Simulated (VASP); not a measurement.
# VASP 6.6.1, PBE dielectric-response calculation, PbSe (rocksalt)

INCAR

```
ENCUT = 520
GGA = PE
PREC = Accurate
NBANDS = 17
NELM = 120
SIGMA = 0.01
LREAL = .FALSE.
EDIFF = 1E-8
IBRION = -1
LASPH = .TRUE.
LCHARG = .FALSE.
LWAVE = .FALSE.
LEPSILON = .TRUE.
ISMEAR = 0
ISIF = 2
NSW = 0
```

KPOINTS

```
KPOINTS created by Atomic Simulation Environment
0
Gamma
10 10 10
0 0 0
```

POSCAR

```
Pb Se
 1.0000000000000000
     0.0000000000000000    3.0887022138622031    3.0887022138622031
     3.0887022138622031   -0.0000000000000000    3.0887022138622031
     3.0887022138622031    3.0887022138622031   -0.0000000000000000
 Pb  Se
   1   1
Cartesian
 -0.0000000000000000 -0.0000000000000000 -0.0000000000000000
  3.0887022138622031  3.0887022138622031  3.0887022138622031
```

VASP ran with the recommended PBE PAW datasets (20 valence electrons in the cell).

From OUTCAR

```
k-points           NKPTS =     47   k-points in BZ     NKDIM =     47   number of bands    NBANDS=     17

   NELECT =      20.0000    total number of electrons

   dimension x,y,z NGX =    32 NGY =   32 NGZ =   32
   dimension x,y,z NGXF=    64 NGYF=   64 NGZF=   64

  energy-cutoff  :      520.00
  volume of cell :       58.93
      direct lattice vectors                 reciprocal lattice vectors
     0.000000000  3.088702214  3.088702214    -0.161880287  0.161880287  0.161880287
     3.088702214  0.000000000  3.088702214     0.161880287 -0.161880287  0.161880287
     3.088702214  3.088702214  0.000000000     0.161880287  0.161880287 -0.161880287

 k-points in reciprocal lattice and weights: KPOINTS created by Atomic Simulation Env
   0.00000000  0.00000000  0.00000000       0.001
   0.10000000  0.00000000  0.00000000       0.008
   0.20000000  0.00000000  0.00000000       0.008
   0.30000000  0.00000000  0.00000000       0.008
   0.40000000  0.00000000  0.00000000       0.008
   0.50000000  0.00000000  0.00000000       0.004
   0.10000000  0.10000000  0.00000000       0.006
   0.20000000  0.10000000  0.00000000       0.024
   ...

 E-fermi :   4.7708

 k-point     1 :       0.0000    0.0000    0.0000
  band No.  band energies     occupation
      1     -12.0602      2.00000
      2     -12.0602      2.00000
      3     -12.0602      2.00000
      4     -12.0549      2.00000
      5     -12.0549      2.00000
      6      -8.6305      2.00000
      7      -1.6126      2.00000
      8       2.9798      2.00000
      9       2.9798      2.00000
     10       2.9798      2.00000
     11       9.3846      0.00000
     12       9.3846      0.00000
     13       9.3846      0.00000
     14      11.3096      0.00000
     15      11.3096      0.00000
     16      11.3096      0.00000
     17      12.9621      0.00000

 k-point     2 :       0.1000    0.0000    0.0000
  band No.  band energies     occupation
      1     -12.0598      2.00000
      2     -12.0593      2.00000
      3     -12.0593      2.00000
      4     -12.0550      2.00000
      5     -12.0550      2.00000
      6      -8.5579      2.00000
      7      -1.8480      2.00000
      8       3.0049      2.00000
      9       3.0049      2.00000
     10       3.1435      2.00000
     11       8.6556      0.00000
     12       8.9439      0.00000
     13       8.9439      0.00000
     14      11.1649      0.00000
     15      11.5302      0.00000
     16      11.5302      0.00000
     17      13.6573      0.00000

 k-point     3 :       0.2000    0.0000    0.0000
  band No.  band energies     occupation
      1     -12.0634      2.00000
      2     -12.0634      2.00000
      3     -12.0589      2.00000
      4     -12.0488      2.00000
      5     -12.0488      2.00000
      6      -8.3518      2.00000
      7      -2.4272      2.00000
      8       3.0794      2.00000
      9       3.0794      2.00000
     10       3.5215      2.00000
     11       7.4610      0.00000
     12       8.0901      0.00000
     13       8.0901      0.00000
     14      11.1469      0.00000
     15      12.0966      0.00000
     16      12.0966      0.00000
     17      15.0565      0.00000

 k-point     4 :       0.3000    0.0000    0.0000
  band No.  band energies     occupation
      1     -12.0699      2.00000
      2     -12.0699      2.00000
      3     -12.0579      2.00000
      4     -12.0399      2.00000
      5     -12.0399      2.00000
      6      -8.0541      2.00000
      7      -3.1151      2.00000
      8       3.1945      2.00000
      9       3.1945      2.00000
     10       3.9483      2.00000
     11       6.4021      0.00000
     12       7.2777      0.00000
     13       7.2777      0.00000
     14      11.5919      0.00000
     15      12.9588      0.00000
     16      12.9588      0.00000
     17      16.3668      0.00000

 k-point     5 :       0.4000    0.0000    0.0000
  band No.  band energies     occupation
      1     -12.0751      2.00000
      2     -12.0751      2.00000
      3     -12.0573      2.00000
      4     -12.0325      2.00000
      5     -12.0325      2.00000
      6      -7.7597      2.00000
      7      -3.6871      2.00000
      8       3.3143      2.00000
      9       3.3143      2.00000
     10       4.3721      2.00000
     11       5.5753      0.00000
     12       6.7011      0.00000
     13       6.7011      0.00000
     14      12.4773      0.00000
     15      14.0575      0.00000
     16      14.0575      0.00000
     17      15.7834      0.00000

 k-point     6 :       0.5000    0.0000    0.0000
  band No.  band energies     occupation
      1     -12.0771      2.00000
      2     -12.0771      2.00000
      3     -12.0570      2.00000
      4     -12.0297      2.00000
      5     -12.0297      2.00000
      6      -7.6277      2.00000
      7      -3.9182      2.00000
      8       3.3690      2.00000
      9       3.3690      2.00000
     10       4.7139      2.00000
     11       5.0931      0.00000
     12       6.4888      0.00000
     13       6.4888      0.00000
     14      13.2522      0.00000
     15      14.8439      0.00000
     16      14.9049      0.00000
     17      14.9049      0.00000

 k-point     7 :       0.1000    0.1000    0.0000
  band No.  band energies     occupation
      1     -12.0617      2.00000
      2     -12.0603      2.00000
      3     -12.0565      2.00000
      4     -12.0565      2.00000
      5     -12.0532      2.00000
      6      -8.5331      2.00000
      7      -1.8954      2.00000
      8       2.8380      2.00000
      9       2.8380      2.00000
     10       3.4953      2.00000
     11       7.8983      0.00000
     12       9.2757      0.00000
     13       9.2757      0.00000
     14      10.6354      0.00000
     15      11.9534      0.00000
     16      11.9534      0.00000
     17      13.3255      0.00000

 k-point     8 :       0.2000    0.1000    0.0000
  band No.  band energies     occupation
      1     -12.0676      2.00000
      2     -12.0618      2.00000
      3     -12.0573      2.00000
      4     -12.0517      2.00000
      5     -12.0474      2.00000
      6      -8.3699      2.00000
      7      -2.2966      2.00000
      8       2.7470      2.00000
      9       2.7960      2.00000
     10       3.8752      2.00000
     11       6.9281      0.00000
     12       8.7334      0.00000
     13       8.8932      0.00000
     14      10.5266      0.00000
     15      12.3308      0.00000
     16      12.5911      0.00000
     17      14.1904      0.00000

 k-point     9 :       0.3000    0.1000    0.0000
  band No.  band energies     occupation
      1     -12.0759      2.00000
      2     -12.0625      2.00000
      3     -12.0597      2.00000
      4     -12.0454      2.00000
      5     -12.0385      2.00000
      6      -8.0997      2.00000
      7      -2.8935      2.00000
      8       2.7611      2.00000
      9       2.8692      2.00000
     10       4.0199      2.00000
     11       6.2905      0.00000
     12       7.9335      0.00000
     13       8.1722      0.00000
     14      10.8518      0.00000
     15      12.8919      0.00000
     16      13.4216      0.00000
     17      15.6020      0.00000

 k-point    10 :       0.4000    0.1000    0.0000
  band No.  band energies     occupation
      1     -12.0820      2.00000
      2     -12.0686      2.00000
      3     -12.0571      2.00000
      4     -12.0389      2.00000
      5     -12.0314      2.00000
      6      -7.7971      2.00000
      7      -3.4761      2.00000
      8       2.8878      2.00000
      9       2.9085      2.00000
     10       3.9459      2.00000
     11       6.0238      0.00000
     12       7.3811      0.00000
     13       7.4546      0.00000
     14      11.5825      0.00000
     15      13.8099      0.00000
     16      14.4660      0.00000
     17      15.8475      0.00000

 k-point    11 :       0.5000    0.1000    0.0000
  band No.  band energies     occupation
      1     -12.0839      2.00000
      2     -12.0731      2.00000
      3     -12.0555      2.00000
      4     -12.0341      2.00000
      5     -12.0291      2.00000
      6      -7.5998      2.00000
      7      -3.8203      2.00000
      8       2.7611      2.00000
      9       3.1005      2.00000
     10       4.0295      2.00000
     11       5.7875      0.00000
     12       6.9048      0.00000
     13       7.3067      0.00000
     14      12.6232      0.00000
     15      14.4061      0.00000
     16      14.9860      0.00000
     17      15.0985      0.00000

 ...

 MACROSCOPIC STATIC DIELECTRIC TENSOR (including local field effects in DFT)
 ------------------------------------------------------
          22.332438     0.000000    -0.000000
          -0.000000    22.332438     0.000000
           0.000000     0.000000    22.332438

 BORN EFFECTIVE CHARGES (including local field effects) (in |e|, cummulative output)
 ---------------------------------------------------------------------------------
 ion    1
    1     4.62839     0.00000     0.00000
    2     0.00000     4.62839     0.00000
    3     0.00000     0.00000     4.62839
 ion    2
    1    -4.62839     0.00000     0.00000
    2     0.00000    -4.62839     0.00000
    3     0.00000     0.00000    -4.62839

  Total        0.3468811      0.3468811      0.3468811     -0.0000000      0.0000000      0.0000000
  in kB        9.4304656      9.4304656      9.4304656     -0.0000000      0.0000000      0.0000000
  external PRESSURE =       9.4304656 kB  Pullay stress =       0.0000000 kB

 POSITION                                       TOTAL-FORCE (eV/Angst)
 -----------------------------------------------------------------------------------
      0.00000      0.00000      0.00000         0.000000     -0.000000      0.000000
      3.08870      3.08870      3.08870        -0.000000      0.000000     -0.000000
 -----------------------------------------------------------------------------------
    total drift:                                0.000000     -0.000000     -0.000000

  FREE ENERGIE OF THE ION-ELECTRON SYSTEM (eV)
  ---------------------------------------------------
  free  energy   TOTEN  =        -8.1945257422 eV

  energy  without entropy=       -8.1945257422  energy(sigma->0) =       -8.19452574
```

- ε∞ with local fields (xx, yy, zz): 22.33, 22.33, 22.33
- mean Born charge by atom, in the order of the cell: 4.63, -4.63 e
